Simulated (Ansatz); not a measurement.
# Ta (P-1) in Ansatz: convergence with wavefunction cutoff

Aim: find how far wavefunction cutoff must go before the results for Ta settle, at PBE. This setting moves, with any that are tied to it; all else stays.

Everything below comes from runs of Ansatz 0.2.0. Logs are shortened: lines on timing, memory, paths and dates and some standing lists are left out, and cuts for length are marked.

### Step 1. The cell of the first run

The typed cell holds 1 atom: a = 2.832 Å, b = 2.888 Å, c = 2.801 Å, α = 108.59°, β = 108.71°, γ = 109.34°.

The cell isn't the ideal one: cell strained at random at fixed volume.

### Step 2. With wavefunction cutoff 200 eV

Contents of input.yaml:

```yaml
crystal:
  lattice:
    - [-1.620734, 1.654648, 1.62924]
    - [1.697801, -1.62617, 1.677829]
    - [1.622436, 1.627872, -1.600762]
  atoms:
    - { symbol: Ta, position: [0.001911, -0.023575, -0.004103] }
hamiltonian:
  xc: pbe
  pseudopotentials: { kind: paw }
kpoints:
  mp_grid: { grid: [8, 8, 8] }
scf:
  occupations: { method: gaussian, width: 0.1 }
output:
  forces: true
  stress: true
  eigenvalues: true
basis:
  ecutwfc: "200 eV"
```

Potentials or basis: Ansatz PAW.

On the command line:

```sh
$ ansatz run input.yaml --threads 2 --pin off --max-ram 5632MiB --backend cpu --events-out ev --progress --plain --runs-dir out
```

Log:

```text
Warning: basis.ecutwfc = 200 eV is below the records' recommended 420 eV, and the density's cutoff is lower with it unless basis.ecutrho_ratio is high enough to keep the records' density cutoff: compare with a run at a higher cutoff
Warning: RAYON_NUM_THREADS=2 ignored (pool sized by the plan → 2); use --threads N
Engine: ansatz 0.2.0, x86_64-unknown-linux-gnu
Pseudopotentials: kind: paw
Pseudopotential: Ta, paw, valence charge 13, recommended cutoff 420 eV (normal), Ta.paw.azcp
Functional definition: PBE
  parameter kappa = 0.804
  parameter beta = 0.06672455060314922
  exchange = pbe_x(kappa = kappa, mu = beta*pi^2/3)
  correlation = pbe_c(beta = beta)
Crystal: 1 atoms, lattice volume = 18.010 Å³
Basis set: ecut = 200 eV, 129 PW (Γ), exchange–correlation on 30×30×30 points (8 copies of the dense FFT grid, shifted against one another)
Bands: 11, of which v1, the nominal top of the filled ones, is band 7 counted from 1 (6 counted from 0)
Symmetry: 2 space group operations
Space group: P-1 (ITA 2), of the structure as read, at distance tolerance 2.6e-5 Å
k-points: 260 of 512
Non-local potential: Ta, projectors of the file, l = 0: 3, l = 1: 2, l = 2: 2, l = 3: 1
PAW form: soft (Blöchl's): semilocal exchange-correlation on the pseudo side does not see the compensation charge
PAW one-centre angular grid: Ta, 590 points (default); XC on 64 Gauss nodes
Initial density: superposition of atomic densities (neutral atoms: chi_scale 0, normalization atom), corrected by the library's trained network
Initial wavefunctions: pseudopotential atomic-orbital guess
Functional: x = pbe(κ = 0.804, μ = 0.2195149727645171), c = pbe(β = 0.06672455060314922)
SCF iter   1: F=—  HF=-9931.030753 eV  |F-HF|=—  |Δ(HF+E_count)|=         —  Δρ=3.22e-2  dr2=7.45e-2  ethr=1.77e-3  ⟨swp⟩=4.5  Hψ=14199  notcnv=0
preconditioner: auto → none  [metal: Δε(μ)=0.009 eV  Ē_g=8.452 eV  σ=0.100 eV  W_gap=0.05  n_scr=0 (ndim 8)  ℏωp=19.6 eV  f_vac=0.000  D(μ)=1.18/eV (n_scr^D=12)]
SCF iter   2: F=—  HF=-9930.997250 eV  |F-HF|=—  |Δ(HF+E_count)|=   3.35e-2  Δρ=1.36e-2  dr2=1.00e-2  ethr=5.73e-4  ⟨swp⟩=2.8  Hψ=7147  notcnv=0  defer=60
SCF iter   3: F=—  HF=-9930.993701 eV  |F-HF|=—  |Δ(HF+E_count)|=   3.55e-3  Δρ=2.26e-3  dr2=2.43e-4  ethr=7.71e-5  ⟨swp⟩=2.0  Hψ=4081  notcnv=0  defer=60
SCF iter   4: F=—  HF=-9930.993661 eV  |F-HF|=—  |Δ(HF+E_count)|=   4.07e-5  Δρ=1.29e-4  dr2=1.25e-6  ethr=1.87e-6  ⟨swp⟩=1.4  Hψ=3432  notcnv=0  defer=60
SCF iter   5: F=—  HF=-9930.993664 eV  |F-HF|=—  |Δ(HF+E_count)|=   3.28e-6  Δρ=2.88e-5  dr2=7.23e-8  ethr=9.64e-9  ⟨swp⟩=1.5  Hψ=3053  notcnv=0  defer=60
SCF iter   6: F=-9930.993664 eV  HF=-9930.993664 eV  |F-HF|=9.09e-12  |Δ(HF+E_count)|=   1.53e-8  Δρ=1.75e-6  dr2=1.85e-10  ethr=5.56e-10  ⟨swp⟩=3.3  Hψ=9535  notcnv=0
SCF 1 converged in 6 iterations: F = -9930.993664 eV  dr2 = 1.85e-10
SCF converged after 6 iterations
Free energy (F): -9930.993664 eV
Harris-Foulkes:  -9930.993664 eV  (|F-HF|=9.09e-12)
Internal energy: -9930.987716 eV  (E = F + TS)
E sigma→0 (E₀):  -9930.990690 eV
Entropy (-TS):   -0.005948 eV (-5.948 meV/atom)
Fermi energy:    18.715743 eV
--- Per-component energies (eV) ---
  E_band       = -105.207322
  E_kinetic    = 363.077110
  E_local      = -542.190325  (includes V_loc(G=0)·N_el)
  E_nonlocal   = 15.172576
  E_hartree    = 187.447337
  E_xc         = -217.389156
  E_vxc        = -202.979055  (∫ρ·V_xc dr)
  E_paw        = -8396.643658  (= ΣΔE_a)
  E_vpaw       = -113.185938  (= ΣTr[D̂ρ^β])
  E_aug_tail   = 0.003767  (compensation charges beyond the density's cutoff)
  E_ewald      = -1340.465367
  E_smearing   = -0.005948  (= −TS)
  E_closure    = -0.000000  (closes the sum)
  Σ components = -9930.993664   (vs F -9930.993664, Δ=0.00e0)
--- Forces (eV/Å), atoms counted from 1 ---
  atom   1  Ta     0.00000000     0.00000000     0.00000000
  max |Σ_I F_I| component: 0.00e0 eV/Å
--- Stress (GPa, compression-positive) ---
        1.518201      -0.510329      -4.500669
       -0.510329       2.927334      -1.548339
       -4.500669      -1.548339       1.469148
  P = ⅓ Tr σ = 1.9716 GPa (19.716 kbar)
--- Band table (eV; the first three rows and the last of 260) ---
  k-point 0: bands = ["-48.9378", "-14.7354", "-14.6679", "-14.4634", "10.7780", "19.0135", "19.2241", "19.7710", "22.6973", "22.8227", "32.8482"]
  k-point 1: bands = ["-48.9209", "-14.7785", "-14.6588", "-14.5747", "11.4623", "18.8748", "19.1761", "20.1943", "22.1940", "22.8000", "33.6348"]
  k-point 2: bands = ["-48.8801", "-15.1588", "-14.7693", "-14.5543", "13.0908", "18.0910", "18.6332", "22.0948", "22.1916", "22.9547", "33.6470"]
  k-point 259: bands = ["-48.7381", "-15.5481", "-15.4426", "-15.3584", "14.8371", "14.8498", "25.0210", "25.5422", "26.0251", "27.1484", "27.5696"]
```

It took 1.8 s on 2 threads of Intel Xeon at 2.50GHz (Skylake/Cascade Lake), shared host; peak memory 0.29 GiB.

Results:

```yaml
Free_energy: -9930.9937 eV
Pressure: 2.0 GPa
Band_gap_on_the_k_mesh: none (metal or under the smearing width)
```

### Step 3. With wavefunction cutoff 250 eV

input.yaml, as its differences from that of step 2:

```diff
@@ -19,2 +19,2 @@
 basis:
-  ecutwfc: "200 eV"
+  ecutwfc: "250 eV"
```

Potentials or basis: Ansatz PAW.

On the command line:

```sh
$ ansatz run input.yaml --threads 2 --pin off --max-ram 5632MiB --backend cpu --events-out ev --progress --plain --runs-dir out
```

It took 2 s on 2 threads of Intel Xeon at 2.50GHz (Skylake/Cascade Lake), shared host; peak memory 0.3 GiB.

Results:

* Free energy: -9932.1424 eV
* Pressure: 2.1 GPa
* Band gap on the k mesh: none (metal or under the smearing width)

### Step 4. With wavefunction cutoff 300 eV

input.yaml, as its differences from that of step 3:

```diff
@@ -19,2 +19,2 @@
 basis:
-  ecutwfc: "250 eV"
+  ecutwfc: "300 eV"
```

On the command line:

```sh
$ ansatz run input.yaml --threads 2 --pin off --max-ram 5632MiB --backend cpu --events-out ev --progress --plain --runs-dir out
```

Run time: 2.2 s. Hardware: 2 threads of Intel Xeon at 2.50GHz (Skylake/Cascade Lake), shared host; peak memory 0.32 GiB.

Results:

- Free energy: -9932.2473 eV
- Pressure: 1.8 GPa
- Band gap on the k mesh: none (metal or under the smearing width)

### Step 5. With wavefunction cutoff 350 eV

input.yaml, as its differences from that of step 4:

```diff
@@ -19,2 +19,2 @@
 basis:
-  ecutwfc: "300 eV"
+  ecutwfc: "350 eV"
```

On the command line:

```sh
$ ansatz run input.yaml --threads 2 --pin off --max-ram 5632MiB --backend cpu --events-out ev --progress --plain --runs-dir out
```

Run time: 2.4 s. Hardware: 2 threads of Intel Xeon at 2.50GHz (Skylake/Cascade Lake), shared host; peak memory 0.33 GiB.

What came out:

- Free energy: -9932.2552 eV
- Pressure: 1.7 GPa
- Band gap on the k mesh: none (metal or under the smearing width)

### Step 6. With wavefunction cutoff 400 eV

input.yaml, as its differences from that of step 5:

```diff
@@ -19,2 +19,2 @@
 basis:
-  ecutwfc: "350 eV"
+  ecutwfc: "400 eV"
```

Potentials or basis: Ansatz PAW.

On the command line:

```sh
$ ansatz run input.yaml --threads 2 --pin off --max-ram 5632MiB --backend cpu --events-out ev --progress --plain --runs-dir out
```

It took 2.8 s on 2 threads of Intel Xeon at 2.50GHz (Skylake/Cascade Lake), shared host; peak memory 0.34 GiB.

It converged, with:

| Property | Result |
| --- | --- |
| Free energy | -9932.2588 eV |
| Pressure | 1.7 GPa |
| Band gap on the k mesh | none (metal or under the smearing width) |

### Step 7. With wavefunction cutoff 450 eV

input.yaml, as its differences from that of step 6:

```diff
@@ -19,2 +19,2 @@
 basis:
-  ecutwfc: "400 eV"
+  ecutwfc: "450 eV"
```

On the command line:

```sh
$ ansatz run input.yaml --threads 2 --pin off --max-ram 5632MiB --backend cpu --events-out ev --progress --plain --runs-dir out
```

Run time: 3.4 s. Hardware: 2 threads of Intel Xeon at 2.50GHz (Skylake/Cascade Lake), shared host; peak memory 0.35 GiB.

The run converged. Its results:

- Free energy: -9932.2599 eV
- Pressure: 1.7 GPa
- Band gap on the k mesh: none (metal or under the smearing width)

### Step 8. With wavefunction cutoff 500 eV

input.yaml, as its differences from that of step 7:

```diff
@@ -19,2 +19,2 @@
 basis:
-  ecutwfc: "450 eV"
+  ecutwfc: "500 eV"
```

On the command line:

```sh
$ ansatz run input.yaml --threads 2 --pin off --max-ram 5632MiB --backend cpu --events-out ev --progress --plain --runs-dir out
```

Wall time 3.6 s (2 threads of Intel Xeon at 2.50GHz (Skylake/Cascade Lake), shared host); peak memory 0.36 GiB.

Results (log left out):

```
Free energy            : -9932.2600 eV
Pressure               : 1.7 GPa
Band gap on the k mesh : none (metal or under the smearing width)
```

### Step 9. With wavefunction cutoff 600 eV

input.yaml, as its differences from that of step 8:

```diff
@@ -19,2 +19,2 @@
 basis:
-  ecutwfc: "500 eV"
+  ecutwfc: "600 eV"
```

Potentials or basis: Ansatz PAW.

On the command line:

```sh
$ ansatz run input.yaml --threads 2 --pin off --max-ram 5632MiB --backend cpu --events-out ev --progress --plain --runs-dir out
```

Wall time 4.2 s (2 threads of Intel Xeon at 2.50GHz (Skylake/Cascade Lake), shared host); peak memory 0.38 GiB.

It converged, with:

```yaml
Free_energy: -9932.2603 eV
Pressure: 1.7 GPa
Band_gap_on_the_k_mesh: none (metal or under the smearing width)
```

### Step 10. With wavefunction cutoff 800 eV

input.yaml, as its differences from that of step 9:

```diff
@@ -19,2 +19,2 @@
 basis:
-  ecutwfc: "600 eV"
+  ecutwfc: "800 eV"
```

On the command line:

```sh
$ ansatz run input.yaml --threads 2 --pin off --max-ram 5632MiB --backend cpu --events-out ev --progress --plain --runs-dir out
```

Wall time 5.9 s (2 threads of Intel Xeon at 2.50GHz (Skylake/Cascade Lake), shared host); peak memory 0.42 GiB.

The run converged. Its results:

| Property | Result |
| --- | --- |
| Free energy | -9932.2604 eV |
| Pressure | 1.7 GPa |
| Band gap on the k mesh | none (metal or under the smearing width) |

### Step 11. Result

```tsv
wavefunction cutoff	energy less the tightest run, at zero smearing (meV/atom)	pressure (GPa)	SCF cycles	CPU time (s)	peak memory (GiB)
200 eV	1266.68	1.97	6	3.1	0.29
250 eV	118.04	2.05	6	3.5	0.3
300 eV	13.13	1.80	6	3.8	0.32
350 eV	5.23	1.72	6	4.2	0.33
400 eV	1.59	1.69	6	5	0.34
450 eV	0.54	1.68	6	6.3	0.35
500 eV	0.42	1.68	6	6.6	0.36
600 eV	0.15	1.68	6	7.8	0.38
800 eV	0.00	1.68	6	11	0.42
```

Against the tightest run, the energy stays within 1 meV/atom from 450 eV on; the pressure stays within 0.1 GPa from 350 eV on. The tightest run that finished is the yardstick and may itself not be fully converged.
